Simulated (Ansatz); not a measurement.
# Sn (I4_1/amd), random displacements

Theory: DFT PBE, scalar-relativistic, plane waves, PAW (Ansatz 0.2.0). The runs took a 300 eV cutoff, a Γ-centred 6×6×6 mesh and Gaussian smearing (0.15 eV). The mesh is coarse. The cutoff lies under the one recommended for these potentials. No spin polarisation. Energies are free energies at this smearing, counted from the undisturbed cell; pressure is positive in compression.

The starting cell (as given, not relaxed at this level):

```xyz
8
Lattice="0.0000 0.0000 -6.3972 5.8803 0.0000 -3.1986 0.0000 -5.8803 -3.1986" Properties=species:S:1:pos:R:3 pbc="T T T"
Sn    2.9401    0.0000   -7.1969
Sn    2.9401    0.0000   -3.9983
Sn    0.0000   -2.9401   -5.5976
Sn    0.0000   -2.9401   -2.3990
Sn    2.9401   -2.9401   -7.9965
Sn    2.9401   -2.9401   -4.7979
Sn    0.0000    0.0000   -3.1986
Sn    0.0000    0.0000    0.0000
```

The atoms are displaced (Å, in the unstrained cell):

```
atom ux uy uz
 Sn1  -0.230   0.313  -0.280
 Sn2   0.383  -0.094   0.033
 Sn3  -0.330  -0.415   0.391
 Sn4   0.036   0.582   0.391
 Sn5  -0.022  -0.347  -0.187
 Sn6   0.007   0.261  -0.499
 Sn7  -0.338  -0.064   0.411
 Sn8   0.495  -0.235  -0.260
```

Strain (Voigt, engineering shear): (-0.0393, 0.0032, 0.0075, 0.1128, -0.0390, 0.0394).

What are the energy change, the stress and the forces?

ΔE = 670.3 meV/atom; stress (xx, yy, zz, yz, xz, xy; compression positive) (21.39, 17.94, 10.62, -3.74, -1.89, 0.38) GPa.
```
atom Fx (eV/Å) Fy Fz
 Sn1       5.63   1.27  -1.87
 Sn2      -1.06  -0.83   0.76
 Sn3       3.20   1.38  -0.17
 Sn4       1.06  -6.59   1.12
 Sn5      -2.89   0.85  -0.10
 Sn6      -0.62  -0.11   0.15
 Sn7      -0.94   5.14  -5.51
 Sn8      -4.39  -1.12   5.62
```

Cost: 1 run of about 1.4 core-minutes, on Intel Xeon Processor @ 2.70GHz (shared hosts).